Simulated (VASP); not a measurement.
Here is a VASP 6.6.1 calculation.

The input INCAR:

```
PREC = Accurate
ENCUT = 520
EDIFF = 1E-6
ISMEAR = 0
SIGMA = 0.15
LREAL = F
LASPH = T
NELM = 80
ALGO = Fast
ISIF = 2
LWAVE = F
LCHARG = T
GGA = PS
LELF = T
LVHAR = T
NBANDS = 12
```

The input KPOINTS:

```
regular mesh
0
Gamma
  20 20 20
```

Contents of POSCAR:

```
Cd
1.0
    0.0000000000      2.3416279180      1.9903837303
    2.3416279180      0.0000000000      1.9903837303
    2.3416279180      2.3416279180      0.0000000000
Cd
1
Direct
    0.0000000000      0.0000000000      0.0000000000
```

Potentials or basis: VASP PAW PBE potentials, release 64 (Cd).

Run with:

```bash
$ cat potpaw_PBE.64/Cd/POTCAR > POTCAR
$ mpirun -np 1 vasp_std > vasp.out
```

Question: Estimate the pressure.

Answer: -1.4 GPa.

Question: Predict the band gap on the k mesh.

Answer: None (metal or under the smearing width).

Stress tensor (GPa, compression positive):
```
-2.39  0.00  0.00
 0.00 -2.39  0.00
 0.00  0.00  0.48
```

Caveat: the PAW data sets were made with another functional, which shifts forces and pressure a little.
